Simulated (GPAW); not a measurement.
Write an ASE script for GPAW 26.7.0 that does the following.

- Task: single point
- Functional: PBE
- Potentials or basis: GPAW PAW data sets (gpaw-data 1.2.1)
- Cutoff: 600 eV
- Basis: pw
- k mesh: 6 × 6 × 6
- Occupations: fermi-dirac, width 0.05 eV
- Spin: no spin polarisation
- Maxiter: 150

CoSi:

```
Co Si
1.0
     4.43800    0.00000    0.00000
     0.00000    4.43800    0.00000
     0.00000    0.00000    4.43800
Co Si
4 4
Direct
  0.86000 0.64000 0.36000
  0.64000 0.36000 0.86000
  0.36000 0.86000 0.64000
  0.14000 0.14000 0.14000
  0.15700 0.34300 0.65700
  0.34300 0.65700 0.15700
  0.65700 0.15700 0.34300
  0.84300 0.84300 0.84300
```

One way to write it, as run:

run.py

```python
from ase import Atoms
from ase.dft.bandgap import bandgap
from ase.io import write
from ase.units import Bohr, GPa
from gpaw import GPAW, PW
from gpaw.elf import elf_from_dft_calculation

atoms = Atoms(['Co', 'Co', 'Co', 'Co', 'Si', 'Si', 'Si', 'Si'],
              cell=[[4.438, 0.0, 0.0],
                    [0.0, 4.438, 0.0],
                    [0.0, 0.0, 4.438]],
              scaled_positions=[[0.86, 0.64, 0.36],
                                [0.64, 0.36, 0.86],
                                [0.36, 0.86, 0.64],
                                [0.14, 0.14, 0.14],
                                [0.157, 0.343, 0.657],
                                [0.343, 0.657, 0.157],
                                [0.657, 0.157, 0.343],
                                [0.843, 0.843, 0.843]],
              pbc=True)

calc = GPAW(mode=PW(600),
            xc='PBE',
            kpts={'size': (6, 6, 6), 'gamma': True},
            occupations={'name': 'fermi-dirac', 'width': 0.05},
            nbands=51,
            convergence={'density': 1e-05, 'energy': 1e-05},
            maxiter=150,
            txt='gpaw.txt')
atoms.calc = calc
energy = atoms.get_potential_energy()
forces = atoms.get_forces()
stress = atoms.get_stress()
calc.write('gs.gpw')
write('result.traj', atoms)
print(f'Energy: {energy:.6f} eV')
print('Forces (eV/A):')
print(forces.round(4))
print('Stress (GPa):', (stress / GPa).round(3))
print('Fermi level:', round(calc.get_fermi_level(), 4), 'eV')
print(f'Gap: {bandgap(calc)[0]:.4f} eV, direct: {bandgap(calc, direct=True)[0]:.4f} eV')

# fields on the real-space grid
write('density.cube', atoms, data=calc.get_pseudo_density() * Bohr**3)
write('potential.cube', atoms, data=calc.get_electrostatic_potential())
write('elf.cube', atoms, data=elf_from_dft_calculation(calc).data)
```

Potentials or basis: GPAW PAW data sets (gpaw-data 1.2.1), pw.

Launch:

```console
$ OMP_NUM_THREADS=1 python run.py
```

It gave:

* Pressure: 0.8 GPa
* Largest force: 0.306 eV/Å
* Band gap on the k mesh: none (metal or under the smearing width)

It took 3.1 min on 1 thread of Arm Neoverse V1 (shared host), peak memory 0.29 GiB.
